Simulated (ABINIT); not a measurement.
Crystal: Ge.

```
CELL_PARAMETERS angstrom
0.00000 2.82891 2.82891
2.82891 0.00000 2.82891
2.82891 2.82891 0.00000
ATOMIC_POSITIONS crystal
Ge 0.75000 0.75000 0.75000
Ge 0.50000 0.50000 0.50000
```

Program: ABINIT 10.8.3 (patched build). Alike in all runs: task band structure; no spin polarisation; cell as given; k mesh 8 × 8 × 8; cutoff (eV) 1061; smearing fermi-dirac 0.05 eV.

Problem. Order these runs on this cell by their pressure, lowest first.
A. level LDA-PZ; potentials or basis PseudoDojo NC SR LDA v0.4.1 standard
B. level WC; potentials or basis PseudoDojo NC SR PBEsol v0.4.1 standard
C. level OLYP; potentials or basis PseudoDojo NC SR PBE v0.4.1 standard

Solution. A (-1.3 GPa), B (0.7 GPa), C (5.5 GPa).

Caveats: the potentials were made for another functional, which shifts forces and pressure (some runs).
